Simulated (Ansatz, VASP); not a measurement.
SiO2 in VASP and in Ansatz

```
Si O
1.0
    -1.70222    1.70222    4.35813
     1.70222   -1.70222    4.35813
     1.70222    1.70222   -4.35813
Si O
2 4
Cartesian
  0.0000 0.0000 0.0000
  0.0000 1.7022 2.1791
  0.0000 1.7022 3.9685
  0.0000 0.0000 1.7894
  0.0000 1.7022 0.3896
  0.0000 0.0000 6.9268
```

Alike in both runs: task single point; functional PBE; k mesh 8 × 8 × 8; occupations gaussian, width 0.1 eV; no spin polarisation.

|  | VASP | Ansatz |
| --- | --- | --- |
| version | VASP 6.6.1 | Ansatz 0.2.0 |
| potentials or method | VASP PAW PBE potentials, release 64 (Si, O) | scalar-relativistic, plane waves, PAW |
| plane-wave cutoff (eV) | 520 | 420 |
| valence electrons in the cell | 32 | 32 |

VASP gave:

| Item | Value |
| --- | --- |
| gap on the k mesh at the Fermi level (eV) | 6.57 |
| least direct gap on the mesh (eV) | 7.17 |
| pressure (GPa) | 15.5 |
| largest component of the traceless stress (GPa) | 9.08 |
| rms of the force components (eV/Å) | 0.124 |

What did Ansatz give for the same quantities?

gap on the k mesh at the Fermi level (eV): 6.58; least direct gap on the mesh (eV): 7.17; pressure (GPa): 15.4; largest component of the traceless stress (GPa): 9.32; rms of the force components (eV/Å): 0.127.

Atom by atom the forces differ by 0.003 eV/Å (rms over components).

Caveats: so large a pressure means that the cell lies far from this level's equilibrium, or that cutoff or potentials fall short (VASP). A k mesh can miss the band edges.
